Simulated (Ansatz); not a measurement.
# CoO: properties at the relaxed cell

One table from this session's results is given with a row withheld; the runs are named, their logs left out.

Method: DFT PBEsol, scalar-relativistic, plane waves, PAW, in Ansatz 0.2.0.

2 further runs of the same task are left out: 2 set aside as unsound or not needed.

## The system as given

Symmetry: R-3m, No. 166, trigonal system. Conventional cell: a = 3.056 Å, b = 3.056 Å, c = 6.644 Å, α = 90.00°, β = 90.00°, γ = 120.00°. Co (site symmetry -3m) is surrounded by 6 O at 2.08 Å. Around O (site symmetry -3m) lie 6 Co at 2.08 Å.

As a file:

```
Co O
1.0
     1.52806    0.88222    2.21474
    -1.52806    0.88222    2.21474
     0.00000   -1.76445    2.21474
Co O
1 1
Cartesian
  0.0000 0.0000 0.0000
  0.0000 0.0000 3.3221
```

It goes back to an entry of the Materials Project, which need not be the stable form.

It is the result of an earlier relaxation at this level (volume 8.96 Å³/atom; gap on the mesh: none (metal), site moments up to 2.3 μB).

Set-up of the first run:

Input file input.yaml:

```yaml
crystal:
  lattice:
    - [1.5280577611, 0.8822245597, 2.2147373305]
    - [-1.5280577611, 0.8822245597, 2.2147373305]
    - [0.0, -1.7644491194, 2.2147373305]
  atoms:
    - { symbol: Co, position: [0.0, 0.0, 0.0], spin: 2.55 }
    - { symbol: O, position: [0.5, 0.5, 0.5], spin: 0.32 }
basis:
  ecutwfc: 420
kpoints:
  mp_grid: { grid: [18, 18, 18] }
  band_path:
    path:
      - [[0.0, 0.0, 0.0], [0.5, 0.5, 0.5], [0.7275487, 0.2724513, 0.5]]
      - [[0.5, -0.2724513, 0.2724513], [0.5, 0.0, 0.0], [0.0, 0.0, 0.0], [0.38622565, -0.38622565, 0.0]]
      - [[0.61377435, 0.0, 0.38622565], [0.5, 0.0, 0.5], [0.0, 0.0, 0.0]]
    npoints: 14
hamiltonian:
  xc: pbesol
scf:
  occupations: { method: gaussian, width: 0.1 }
  n_extra_bands: 6
output:
  forces: true
  stress: true
  eigenvalues: true
  populations: true
  dos: { projected: true, de: 0.02, nscf_kmesh: { grid: [27, 27, 27] } }
  bader: true
  write_density: true
  write_potential: true
  elf: true
  volumetric_format: npy
magnetization:
  spin_polarized: true
checkpoint:
  read: start.run
  write: ck
  compress: false
  write_wavefunctions: false
  write_every: 100000
```

Command:

```sh
$ ansatz run input.yaml --threads 1 --pin off --max-ram 2560MiB --backend cpu --events-out ev --progress --plain --runs-dir out
```

Steps of the session up to this table: Electronic structure at the relaxed geometry; The cell scaled to 0.97 of its volume; The cell scaled to 1.03 of its volume; Point at V/V0 = 0.94; Point at V/V0 = 1.06.

One table of the session follows, with a row left open; its other results are not shown here.

```
volume (Å³/atom)  energy above the lowest point (meV/atom)  pressure (GPa)  largest moment (μB)
           8.420                                      17.5           11.43                 2.10
           8.688                                       4.1            5.14                 2.21
           8.957                                       0.0            0.01                 2.32
           9.226                                         ?               ?                    ?
           9.494                                      15.6           -8.87                 2.47
```

**Question.** Estimate the row for volume (Å³/atom) = 9.226.

Worked estimate for «energy above the lowest point (meV/atom)». A straight line through the neighbours (8.957, 0.0) and (9.494, 15.6) gives 0.0 + (15.6 − 0.0) × (9.226 − 8.957) / (9.494 − 8.957) = 7.8; a parabola fitted to 3 rows on both sides gives 3.9.

As computed: energy above the lowest point (meV/atom): 4.0; pressure (GPa): -4.72; largest moment (μB): 2.40. In «energy above the lowest point (meV/atom)» the line misses by +3.8 and the parabola by -0.1.

Limits of these values: With one magnetic atom in the cell only ferromagnetic order fits, and no U was applied, so an antiferromagnetic state was not tested. Without a U such compounds often come out metallic though many are antiferromagnetic insulators. Warnings in the runs' records: stability check not made.
